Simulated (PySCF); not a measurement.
# Isomerisation enthalpies of C3H6O2

**What was measured.**

CRC Handbook of Chemistry and Physics lists, for the gas at 298.15 K: enthalpy of formation of `CCC(=O)O` (propanoic acid) -455.7 kJ/mol; enthalpy of formation of `COC(C)=O` (methyl acetate) -413.3 kJ/mol; enthalpy of formation of `C1COCO1` (1,3-dioxolane) -298 kJ/mol.

The runs below try to reproduce these values; the comparison stands at the end.

Differences of these values give the isomerisation enthalpies. Geometries: PBE0-D3(BJ)/def2-SVP; runs in PySCF, gas phase, with a dispersion term only where the level names one. Total electronic energies (Eh):

```tsv
SMILES	PBE0-D3(BJ)/def2-SVP
CCC(=O)O	-267.91074
COC(C)=O	-267.89357
C1COCO1	-267.85311
```

Zero-point and thermal terms are left out, so the computed numbers are electronic energies.

**Comparison with experiment**

Relative to `CCC(=O)O`, the lowest by measurement, in kJ/mol (measured: enthalpies at 298.15 K; computed: electronic energies):

| SMILES | measured | PBE0-D3(BJ)/def2-SVP |
| --- | --- | --- |
| CCC(=O)O | 0.0 | 0.0 |
| COC(C)=O | 42.4 | 45.1 |
| C1COCO1 | 157.7 | 151.3 |

Measured values: -455.7 kJ/mol (298.15 K; CRC Handbook of Chemistry and Physics) for the first row; the others come from the same table. Mean unsigned miss over the other isomers: PBE0-D3(BJ)/def2-SVP 4.5 kJ/mol. One conformer stands for `CCC(=O)O` and `COC(C)=O`, not necessarily the lowest, while the measurement averages over conformers. Where a level misses, the cause wasn't examined.

The values belong to the conformer `[CH3:1][O:2][C:3]([CH3:4])=[O:5]`: C1–O2–C3–C4 178°.
